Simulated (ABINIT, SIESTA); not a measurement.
Given: the input of a run of ABINIT 10.8.3 (patched build) on BN. 

run.abi

```
# Pseudopotentials
pp_dirpath "./"
pseudos "N.GGA_PBE-JTH.xml, B.GGA_PBE-JTH.xml"

# Structure
acell 3*1.0 Angstrom
rprim
     2.4982400000     0.0000000000     0.0000000000
    -1.2491200000     2.1635393048     0.0000000000
     0.0000000000     0.0000000000     6.6357000000
ntypat 2
znucl 7 5
natom 4
typat 1 1 2 2
xred
     0.6666666667     0.3333333333     0.2500000000
     0.3333333333     0.6666666667     0.7500000000
     0.6666666667     0.3333333333     0.7500000000
     0.3333333333     0.6666666667     0.2500000000

# Plane-wave basis
ecut 26.0
pawecutdg 48.0
pawovlp 30

# k points
kptopt 1
ngkpt 12 12 4
nshiftk 1
shiftk 0.0 0.0 0.0

# Exchange and correlation
ixc 11

# Bands and occupations
nband 12
occopt 3
tsmear 0.00183747

# SCF cycle
nstep 100
tolvrs 1.0e-9

# Output
iomode 3
prtwf 0
prteig 0
prtebands 0
enunit 2
prtden 1
prtvha 1
prtvclmb 1
prtpot 1
```

Potentials or basis: JTH PAW PBE v2.0.

Run with:

```console
$ abinit run.abi > log 2>&1
```

Problem. Translate it to SIESTA 5.4.2. Potentials or basis there: files PseudoDojo sr-pbe-0.4.1-standard, DZP (energy shift 0.003 Ry).

Solution. As run (cutoffs and basis follow the program's own potentials, and thresholds, step limits or extra output files can differ):

The input BN.fdf:

```
SystemName                      BN
SystemLabel                     BN
NumberOfSpecies                 2
NumberOfAtoms                   4
%block ChemicalSpeciesLabel
  1   7 N
  2   5 B
%endblock ChemicalSpeciesLabel

LatticeConstant                 1.0 Ang
%block LatticeVectors
     2.4982400000     0.0000000000     0.0000000000
    -1.2491200000     2.1635393048     0.0000000000
     0.0000000000     0.0000000000     6.6357000000
%endblock LatticeVectors
AtomicCoordinatesFormat         Fractional
%block AtomicCoordinatesAndAtomicSpecies
     0.6666666667     0.3333333333     0.2500000000  1  N
     0.3333333333     0.6666666667     0.7500000000  1  N
     0.6666666667     0.3333333333     0.7500000000  2  B
     0.3333333333     0.6666666667     0.2500000000  2  B
%endblock AtomicCoordinatesAndAtomicSpecies

%block kgrid.MonkhorstPack
   12   0   0  0.0
    0  12   0  0.0
    0   0   4  0.0
%endblock kgrid.MonkhorstPack
XC.Functional                   GGA
XC.Authors                      PBE
PAO.BasisSize                   DZP
PAO.EnergyShift                 0.003 Ry
Mesh.Cutoff                     800 Ry
OccupationFunction              FD
ElectronicTemperature           0.05 eV
MaxSCFIterations                120
SCF.MustConverge                false
SCF.Mixer.Method                Pulay
SCF.Mixer.Weight                0.25
SCF.Mixer.History               8
SCF.DM.Tolerance                5.0e-05
SCF.H.Tolerance                 1.0e-03 eV
WriteForces                     true
Charge.Mulliken                 end
Charge.Hirshfeld                end
Charge.Voronoi                  end
SaveRho                         true
SaveElectrostaticPotential      true
```

Potentials or basis: PseudoDojo 0.4 standard (PBE files), converted to PSML, two zetas on semicore shells, DZP (energy shift 0.003 Ry).

Launch:

```sh
$ siesta < BN.fdf > BN.out 2>&1
```

Both were run:

|  | ABINIT | SIESTA |
| --- | --- | --- |
| Pressure | 5.3 GPa | 8.9 GPa |

The two runs disagree by more than potentials and bases usually give (in gap, levels, pressure or energy); the cause wasn't traced.

Pressure is positive in compression.
